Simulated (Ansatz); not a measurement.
**Pt (Fm-3m), clamped-ion strain scan**

These are results of DFT PBE, scalar-relativistic, plane waves, PAW (Ansatz), not measurements. Settings: plane waves to 420 eV, k-mesh 20×20×20 (Γ-centred), Gaussian smearing 0.15 eV. Spin–orbit coupling is left out, which can shift energies with elements as heavy as these. No spin polarisation. Energies are free energies at this smearing, counted from the undisturbed cell; pressure is positive in compression.

The undisturbed cell (as given, not relaxed at this level; it stands at 11.6 GPa):

```xyz
1
Lattice="0.0000 1.9579 1.9579 1.9579 0.0000 1.9579 1.9579 1.9579 0.0000" Properties=species:S:1:pos:R:3 pbc="T T T"
Pt    0.0000    0.0000    0.0000
```

The cell is strained by ε times the Voigt pattern (0, 0, 0, 0, 0, 1) (xx, yy, zz, yz, xz, xy; engineering shear) with fractional coordinates fixed. The cell is metallic on the mesh throughout. At 12 GPa the given cell is far from its own equilibrium, so these figures belong to a strongly strained crystal.

```csv
ε,ΔE (meV/atom)
-0.0600,16.2
-0.0300,3.9
0.0000,0.0
0.0150,1.0
0.0375,6.2
0.0450,9.0
0.0525,12.3
```

(1) Predict the stress summed along the pattern (GPa, tension positive) at each point.

## Answers

(1)
| ε | stress summed along the pattern (GPa, tension positive) |
| --- | --- |
| -0.0600 | -5.61 |
| -0.0300 | -2.64 |
| 0.0000 | 0.00 |
| 0.0150 | 1.30 |
| 0.0375 | 3.34 |
| 0.0450 | 4.07 |
| 0.0525 | 4.83 |